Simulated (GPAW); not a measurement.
# ZnSe (Stilleite) (F-43m) in GPAW: convergence with k mesh

Aim: find how far k mesh must go before the results for ZnSe (Stilleite) settle, at LDA. This setting moves, with any that are tied to it; all else stays.

Everything below comes from runs of GPAW 26.7.0. Logs are shortened: lines on timing, memory, paths and dates and some standing lists are left out, and cuts for length are marked. The log counts tension as positive stress, the text compression.

### Step 1. The structure

It takes space group F-43m (No. 216, cubic). The conventional cell has a = 5.668 Å, b = 5.668 Å, c = 5.668 Å, α = 90.00°, β = 90.00°, γ = 90.00°. Se (site symmetry -43m) is surrounded by 4 Zn at 2.45 Å. Around Zn (site symmetry -43m) lie 4 Se at 2.45 Å.

### Step 2. With k mesh 2 × 2 × 2

run.py

```python
import json
import numpy as np
from ase import Atoms
from ase.dft.bandgap import bandgap
from ase.io import write
from gpaw import GPAW, PW
from gpaw.response.g0w0 import G0W0

atoms = Atoms(['Se', 'Zn'],
              cell=[[0.0, 2.8338, 2.8338],
                    [2.8338, 0.0, 2.8338],
                    [2.8338, 2.8338, 0.0]],
              scaled_positions=[[0.75, 0.75, 0.75],
                                [0.0, 0.0, 0.0]],
              pbc=True)

calc = GPAW(mode=PW(450),
            xc='LDA',
            kpts={'size': (2, 2, 2), 'gamma': True},
            occupations={'name': 'fermi-dirac', 'width': 0.001},
            nbands=18,
            convergence={'density': 1e-06},
            maxiter=150,
            txt='gpaw.txt')
atoms.calc = calc
energy = atoms.get_potential_energy()
calc.write('gs.gpw')
write('result.traj', atoms)
print(f'Energy: {energy:.6f} eV')
print('Fermi level:', round(calc.get_fermi_level(), 4), 'eV')
print(f'Gap: {bandgap(calc)[0]:.4f} eV, direct: {bandgap(calc, direct=True)[0]:.4f} eV')

calc.diagonalize_full_hamiltonian(nbands=77)
calc.write('full.gpw', mode='all')

ibz = calc.get_ibz_k_points()
gap, vbm, cbm = bandgap(calc, output=None)
gap, direct, _ = bandgap(calc, direct=True, output=None)
gamma = int(np.abs(ibz).sum(1).argmin())
kpts = sorted({gamma, vbm[1], cbm[1], direct[1]})
gw = G0W0(calc='full.gpw',
          filename='gw',
          ecut=80,
          ecut_extrapolation=False,
          relbands=(-1, 1),
          kpts=kpts,
          integrate_gamma='1BZ',
          nbands=73,
          ppa=True)
gw.calculate()
results = {mode: {key: np.asarray(r[key]).tolist() for key in ['f', 'eps', 'vxc', 'exx', 'sigma', 'Z', 'qp', 'sigma_eskn']}
           for mode, r in gw.all_results.items()}
json.dump({'kpts': ibz[kpts].tolist(), 'results': results}, open('gw.json', 'w'))
for mode, r in results.items():
    f, qp = np.array(r['f']), np.array(r['qp'])
    print(mode, 'quasiparticle energies (eV):')
    print(qp.round(3))
    print(mode, 'gap:', round(qp[f < 0.5].min() - qp[f > 0.5].max(), 4), 'eV')
```

Potentials or basis: the program's PAW data sets (release 1.2.1) made for this functional, pw.

On the command line:

```
$ OMP_NUM_THREADS=1 python run.py
```

gpaw.txt:

```text
__  _  _
 | _ |_)|_||  |
 |__||  | ||/\| - 26.7.0

Input parameters:
  mode=PW(ecut=450.00000000000006),
  convergence={'density': 1e-06},
  kpts=MonkhorstPack(size=(2, 2, 2), gamma=True),
  maxiter=150,
  nbands=18,
  occupations=Occupations(name='fermi-dirac', width=0.001),
  xc=XC(name='LDA')

Diagonalizing LCAO Hamiltonian
Converting LCAO to pw mode

                    Se

       Zn

Atoms  # Å, Bohr magnetons
|   | symbol |        x |        y |        z |    initial magnetic moments |
|---|--------|----------|----------|----------|-----------------------------|
| 0 |     Se | 4.250700 | 4.250700 | 4.250700 | ( 0.0000,  0.0000,  0.0000) |
| 1 |     Zn | 0.000000 | 0.000000 | 0.000000 | ( 0.0000,  0.0000,  0.0000) |

Unit cell  # Å
| periodic |        x |        y |        z |  lengths |    angles |
|----------|----------|----------|----------|----------|-----------|
|      yes | 0.000000 | 2.833800 | 2.833800 | 4.007598 | 60.000000 |
|      yes | 2.833800 | 0.000000 | 2.833800 | 4.007598 | 60.000000 |
|      yes | 2.833800 | 2.833800 | 0.000000 | 4.007598 | 60.000000 |

Number of symmetries: 24
Symmetry operations  # r_c * U_cc + t_c -> r_c
|    | kind |            matrix            |
|----|------|------------------------------|
|  0 |  E   |  1, 0, 0,  0, 1, 0,  0, 0, 1 |
|  1 |  σ   |  1, 0, 0,  0, 0, 1,  0, 1, 0 |
|  2 |  σ   |  1, 0,-1,  0, 1,-1,  0, 0,-1 |
|  3 |  C3  |  1, 0,-1,  0, 0,-1,  0, 1,-1 |
|  4 |  C3  |  1,-1, 0,  0,-1, 1,  0,-1, 0 |
|  5 |  σ   |  1,-1, 0,  0,-1, 0,  0,-1, 1 |
|  6 |  σ   |  0, 1, 0,  1, 0, 0,  0, 0, 1 |
|  7 |  C3  |  0, 1, 0,  0, 0, 1,  1, 0, 0 |
|  8 |  C2  |  0, 1,-1,  1, 0,-1,  0, 0,-1 |
|  9 |  S4  |  0, 1,-1,  0, 0,-1,  1, 0,-1 |
| 10 |  C3  |  0, 0, 1,  1, 0, 0,  0, 1, 0 |
| 11 |  σ   |  0, 0, 1,  0, 1, 0,  1, 0, 0 |
| 12 |  S4  |  0, 0,-1,  1, 0,-1,  0, 1,-1 |
| 13 |  C3  |  0, 0,-1,  0, 1,-1,  1, 0,-1 |
| 14 |  S4  |  0,-1, 1,  1,-1, 0,  0,-1, 0 |
| 15 |  C2  |  0,-1, 1,  0,-1, 0,  1,-1, 0 |
| 16 |  C3  |  0,-1, 0,  1,-1, 0,  0,-1, 1 |
| 17 |  S4  |  0,-1, 0,  0,-1, 1,  1,-1, 0 |
| 18 |  S4  | -1, 1, 0, -1, 0, 1, -1, 0, 0 |
| 19 |  C3  | -1, 1, 0, -1, 0, 0, -1, 0, 1 |
| 20 |  C3  | -1, 0, 1, -1, 1, 0, -1, 0, 0 |
| 21 |  S4  | -1, 0, 1, -1, 0, 0, -1, 1, 0 |
| 22 |  σ   | -1, 0, 0, -1, 1, 0, -1, 0, 1 |
| 23 |  C2  | -1, 0, 0, -1, 0, 1, -1, 1, 0 |

BZ-sampling:
  Number of BZ points: 8
  Number of IBZ points: 3

  Monkhorst-Pack size: [2, 2, 2]
  Monkhorst-Pack shift: [0.25, 0.25, 0.25]

K-points  # in reciprocal-cell coordinates
|   |                                coordinates |     weight |
|---|--------------------------------------------|------------|
| 0 | (  0.00000000,   0.00000000,   0.00000000) | 0.12500000 |
| 1 | (  0.50000000,   0.50000000,   0.00000000) | 0.37500000 |
| 2 | (  0.50000000,   0.50000000,   0.50000000) | 0.50000000 |

Plane wave coefficients: 982
Cutoff: 450.00000000000006 eV

Spin-components: 1 (collinear spins)
Bands:           18
Projectors:      11
Spin-degeneracy: 2
Datatype:        complex128

Density:
  Valence electrons: 18.0
  Components: 1
  Grid points: [20 20 20]
  Charge: 0.0  # |e|

Potential:
  Grid points: [20 20 20]

species:
  Se:
    name:    Selenium
    Z:       34.0
    valence: 6
    core:    28
    charge:  0.0  # [|e|]
    compensation charges:
      type: gauss
      rc: 0.27  # [Å]
      lmax: 2
    cutoffs:
      filter: 1.77  # [Å]
      core: 2.67  # [Å]
    projectors
    | kind |    occ | energy [eV] | rcut [Å] |
    |------|--------|-------------|----------|
    |   4s |  2.000 |     -17.472 |    0.847 |
    |   4p |  4.000 |      -6.656 |    1.005 |
    |    s |        |       9.739 |    0.847 |
    |    p |        |      20.555 |    1.005 |
    |    d |        |       0.000 |    0.847 |

    Using partial waves for Se as LCAO basis

  Zn:
    name:    Zinc
    Z:       30.0
    valence: 12
    core:    18
    charge:  0.0  # [|e|]
    compensation charges:
      type: gauss
      rc: 0.37  # [Å]
      lmax: 2
    cutoffs:
      filter: 2.14  # [Å]
      core: 2.28  # [Å]
    projectors
    | kind |    occ | energy [eV] | rcut [Å] |
    |------|--------|-------------|----------|
    |   4s |  2.000 |      -6.218 |    1.286 |
    |   4p |  0.000 |      -1.230 |    1.270 |
    |   3d | 10.000 |     -10.426 |    1.180 |
    |    s |        |      20.994 |    1.286 |
    |    p |        |      25.981 |    1.270 |
    |    d |        |      16.786 |    1.180 |

    Using partial waves for Zn as LCAO basis

Reference energy: -114805.075344  # eV

eigensolver:
  PPCG
  Converge bands: occupied
  niter=2

density mixing:
  MSR1-Mixer
  Pratt-step length: 0.05
  Maximum mixing coefficient: 0.75
  Old densities: 10
  SVD Regularization: 0.005
  Good broyden scale: 1.0
  Trust region scale: 1.0
  Backstep threshold: 4.0
  History deletion threshold: 6.0
  Fourier metric: weight=20.0, sigma=0.015

occupation numbers:
  Fermi-Dirac:
    width: 0.0010  # eV

poisson solver:
  ecut: 3600.0000000000005  # eV

xc functional:
  name: None

convergence criteria:
- Maximum integral of absolute [dens]ity change: 1e-06 electrons / valence electron
- Maximum [total energy] change in last 3 cyles: 0.0005 eV / valence electron
- Maximum integral of absolute [eigenst]ate change: 4e-08 eV^2 / valence electron
maximum number of iterations: 150

SCF iterations
|iter     | |      energy | eigst |  dens |
|---------|-|-------------|-------|-------|
|iter:   1| |   -6.390455 | -0.30 |       |
|iter:   2| |   -6.278550 | -2.21 | -1.11 |
|iter:   3| |   -5.880059 | -1.40 | -1.15 |
|iter:   4| |   -5.871069 | -2.47 | -1.75 |
|iter:   5| |   -5.871109c| -3.56 | -2.23 |
|iter:   6| |   -5.870852c| -4.07 | -2.72 |
|iter:   7| |   -5.870859c| -5.55 | -3.58 |
|iter:   8| |   -5.870861c| -7.07 | -3.95 |
|iter:   9| |   -5.870861c| -7.79c| -5.19 |
|iter:  10| |   -5.870861c| -7.84c| -5.72 |
|iter:  11| |   -5.870861c| -8.67c| -6.37c|

Converged in 11 steps
Energy contributions relative to reference atoms: (reference = -114805.075344)

Energy contributions:
  Kinetic:          16.867144
  Coulomb:         -12.708418
  Zero:             -0.062386
  External:          0.000000
  Xc:               -9.967201
  Entropy:          -0.000000
  Spinorbit:         0.000000
  ----------------------------
  Free energy:      -5.870861
  Extrapolated:     -5.870861

dipole moment: (-7.229929, -7.229929, -7.229929)  # |e|*Ang

Fermi level: 3.942
Eigenvalues  # (at kpt = [0.000, 0.000, 0.000])
| band index |      eig [eV] | occ [0-2] |
|------------|---------------|-----------|
|          0 |        -9.366 |     2.000 |
|          1 |        -3.134 |     2.000 |
|          2 |        -3.134 |     2.000 |
|          3 |        -3.134 |     2.000 |
|          4 |        -2.814 |     2.000 |
|          5 |        -2.814 |     2.000 |
[... 10 lines left out ...]
|         16 |        16.479 |     0.000 |
|         17 |        16.479 |     0.000 |

Gap: 0.842 eV
Transition (v -> c):
  (s=0, k=0, n=8, [0.00, 0.00, 0.00]) -> (s=0, k=0, n=9, [0.00, 0.00, 0.00])
No difference between direct/indirect transitions
# Writing to gs.gpw (mode='')

Matrix size: 982x982
# Writing to full.gpw (mode='all')
```

It took 43 s on 1 thread of INTEL XEON PLATINUM 8581C at 2.10GHz (Emerald Rapids), shared host; peak memory 0.32 GiB.

Results:

- Free energy: -5.8709 eV
- Band gap on the k mesh, mean-field level: 0.84 eV, direct
- Quasiparticle gap: 2.01 eV
- Least direct quasiparticle gap: 2.01 eV

### Step 3. With k mesh 3 × 3 × 3

Changes to run.py since step 2:

```diff
@@ -18,3 +18,3 @@
             xc='LDA',
-            kpts={'size': (2, 2, 2), 'gamma': True},
+            kpts={'size': (3, 3, 3), 'gamma': True},
             occupations={'name': 'fermi-dirac', 'width': 0.001},
```

Potentials or basis: the program's PAW data sets (release 1.2.1) made for this functional, pw.

On the command line:

```
$ OMP_NUM_THREADS=1 python run.py
```

Wall time 57 s (1 thread of INTEL XEON PLATINUM 8581C at 2.10GHz (Emerald Rapids), shared host); peak memory 0.32 GiB.

What came out:

- Free energy: -7.1229 eV
- Band gap on the k mesh, mean-field level: 0.98 eV, direct
- Quasiparticle gap: 2.24 eV
- Least direct quasiparticle gap: 2.24 eV

### Step 4. With k mesh 4 × 4 × 4

Changes to run.py since step 3:

```diff
@@ -18,3 +18,3 @@
             xc='LDA',
-            kpts={'size': (3, 3, 3), 'gamma': True},
+            kpts={'size': (4, 4, 4), 'gamma': True},
             occupations={'name': 'fermi-dirac', 'width': 0.001},
```

On the command line:

```
$ OMP_NUM_THREADS=1 python run.py
```

Run time: 2 min. Hardware: 1 thread of INTEL XEON PLATINUM 8581C at 2.10GHz (Emerald Rapids), shared host; peak memory 0.35 GiB.

The run converged. Its results:

| Item | Value |
| --- | --- |
| Free energy | -7.3516 eV |
| Band gap on the k mesh, mean-field level | 1.03 eV, direct |
| Quasiparticle gap | 2.32 eV |
| Least direct quasiparticle gap | 2.32 eV |

### Step 5. With k mesh 5 × 5 × 5

Changes to run.py since step 4:

```diff
@@ -18,3 +18,3 @@
             xc='LDA',
-            kpts={'size': (4, 4, 4), 'gamma': True},
+            kpts={'size': (5, 5, 5), 'gamma': True},
             occupations={'name': 'fermi-dirac', 'width': 0.001},
```

On the command line:

```
$ OMP_NUM_THREADS=1 python run.py
```

Run time: 2.6 min. Hardware: 1 thread of INTEL XEON PLATINUM 8581C at 2.10GHz (Emerald Rapids), shared host; peak memory 0.43 GiB.

The run converged. Its results:

```yaml
Free_energy: -7.4052 eV
Band_gap_on_the_k_mesh_mean-field_level: 1.04 eV, direct
Quasiparticle_gap: 2.31 eV
Least_direct_quasiparticle_gap: 2.31 eV
```

### Step 6. With k mesh 6 × 6 × 6

Changes to run.py since step 5:

```diff
@@ -18,3 +18,3 @@
             xc='LDA',
-            kpts={'size': (5, 5, 5), 'gamma': True},
+            kpts={'size': (6, 6, 6), 'gamma': True},
             occupations={'name': 'fermi-dirac', 'width': 0.001},
```

Potentials or basis: the program's PAW data sets (release 1.2.1) made for this functional, pw.

On the command line:

```
$ OMP_NUM_THREADS=1 python run.py
```

It took 4.5 min on 1 thread of INTEL XEON PLATINUM 8581C at 2.10GHz (Emerald Rapids), shared host; peak memory 0.56 GiB.

Results (log left out):

```yaml
Free_energy: -7.4200 eV
Band_gap_on_the_k_mesh_mean-field_level: 1.04 eV, direct
Quasiparticle_gap: 2.35 eV
Least_direct_quasiparticle_gap: 2.35 eV
```

### Step 7. With k mesh 7 × 7 × 7

Changes to run.py since step 6:

```diff
@@ -18,3 +18,3 @@
             xc='LDA',
-            kpts={'size': (6, 6, 6), 'gamma': True},
+            kpts={'size': (7, 7, 7), 'gamma': True},
             occupations={'name': 'fermi-dirac', 'width': 0.001},
```

On the command line:

```
$ OMP_NUM_THREADS=1 python run.py
```

Run time: 6.5 min. Hardware: 1 thread of INTEL XEON PLATINUM 8581C at 2.10GHz (Emerald Rapids), shared host; peak memory 0.73 GiB.

The run converged. Its results:

```
Free energy                              : -7.4248 eV
Band gap on the k mesh, mean-field level : 1.04 eV, direct
Quasiparticle gap                        : 2.30 eV
Least direct quasiparticle gap           : 2.30 eV
```

### Step 8. Result

```csv
k mesh,"energy less the tightest run, at zero smearing (meV/atom)",gap on the mesh (eV),quasiparticle gap at the points computed (eV),SCF cycles,CPU time (s),peak memory (GiB)
2 × 2 × 2,776.95,0.842,2.007,11,43,0.32
3 × 3 × 3,150.93,0.985,2.235,11,57,0.32
4 × 4 × 4,36.59,1.025,2.318,11,120,0.35
5 × 5 × 5,9.78,1.039,2.309,11,160,0.43
6 × 6 × 6,2.39,1.043,2.347,11,270,0.56
7 × 7 × 7,0.00,1.045,2.299,11,390,0.73
```

Against the tightest run, the gap on the mesh stays within 0.01 eV from 5 × 5 × 5 on; the quasiparticle gap at the points computed stays within 0.05 eV from 4 × 4 × 4 on. Not settled before the last step: the energy (to 1 meV/atom). Meshes of other sizes hit other points, so gaps and Fermi surfaces needn't settle smoothly. The tightest run that finished is the yardstick and may itself not be fully converged.

Caveats: the quasiparticle gap is taken among the few k points that were corrected; the long-wavelength limit can be off by several per cent where d states take part.
